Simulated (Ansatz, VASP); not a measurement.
**SnTe: VASP beside Ansatz**

```
CELL_PARAMETERS angstrom
0.00000 3.09529 3.09529
3.09529 0.00000 3.09529
3.09529 3.09529 0.00000
ATOMIC_POSITIONS crystal
Sn 0.50000 0.50000 0.50000
Te 0.00000 0.00000 0.00000
```

Alike in both runs: task single point; functional LDA; k mesh 6 × 6 × 6; occupations gaussian, width 0.05 eV; no spin polarisation.

```csv
,VASP,Ansatz
version,VASP 6.6.1,Ansatz 0.2.0
potentials or method,"VASP PAW LDA potentials, release 64 (Sn_d, Te)","scalar-relativistic, plane waves, PAW"
plane-wave cutoff (eV),520,420
valence electrons in the cell,20,30
```

VASP gave:

```
gap on the k mesh at the Fermi level (eV) : 0.28
least direct gap on the mesh (eV)         : 0.28
pressure (GPa)                            : 1.2
```

Task: Which values does Ansatz return?

Result: gap on the k mesh at the Fermi level (eV): 0.26; least direct gap on the mesh (eV): 0.26; pressure (GPa): 1.1.

The two sets of potentials don't hold the same shells in valence.

Caveats: spin-orbit coupling is left out, which moves the levels of the heavy elements.
